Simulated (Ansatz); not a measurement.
**KCl (Pm-3m): compression over a wide range**

How does KCl (Pm-3m) respond to strong compression and slight expansion?

Program: Ansatz 0.2.0. Level of theory: DFT PBE, scalar-relativistic, plane waves, PAW. These are calculated values, not measurements.

### Step 1. Starting point

The structure is cubic, space group Pm-3m (No. 221). The conventional cell has a = 3.835 Å, b = 3.835 Å, c = 3.835 Å, α = 90.00°, β = 90.00°, γ = 90.00°. K (site symmetry m-3m) has 8 Cl at 3.32 Å as nearest neighbours. Cl (site symmetry m-3m) is surrounded by 8 K at 3.32 Å.

Coordinates:

```
K Cl
1.0
     3.83542    0.00000    0.00000
     0.00000    3.83542    0.00000
     0.00000    0.00000    3.83542
K Cl
1 1
Cartesian
  0.0000 0.0000 0.0000
  1.9177 1.9177 1.9177
```

This cell comes from an earlier session at PBE: 28.210 Å³/atom at 0.00 GPa, on a 8×8×8 mesh.

### Step 2. Volume × 0.96

input.yaml

```yaml
crystal:
  lattice:
    - [3.7835835894, 0.0, 0.0]
    - [0.0, 3.7835835894, 0.0]
    - [0.0, 0.0, 3.7835835894]
  atoms:
    - { symbol: K, position: [0.0, 0.0, 0.0] }
    - { symbol: Cl, position: [0.5, 0.5, 0.5] }
basis:
  ecutwfc: 420
  ecutrho_ratio: 4
kpoints:
  mp_grid: { grid: [8, 8, 8] }
hamiltonian:
  xc: pbe
scf:
  occupations: { method: gaussian, width: 0.05 }
output:
  forces: true
  stress: true
  eigenvalues: true
```

On the command line:

```sh
$ ansatz run input.yaml --threads 1 --pin off --max-ram 2560MiB --backend cpu --events-out ev --progress --plain --runs-dir out
```

Further steps of the session: Volume × 1.04; Volume × 0.92; Volume × 0.88; Volume × 0.84; Volume × 0.8.

Before running it: what results should come out? Wanted: range of pressure; V0; B0; B0′.

The runs gave:

```
         quantity            value
range of pressure  -0.7 to 7.1 GPa
         V0 (fit)    28.21 Å³/atom
         B0 (fit)           19 GPa
        B0′ (fit)             4.76
```

In words: A third-order Birch-Murnaghan fit follows the points with an rms miss of 0.00 meV/atom. Symmetry fixes shape and sites, so only the volume changes. Other structures may be lower in enthalpy at these pressures.
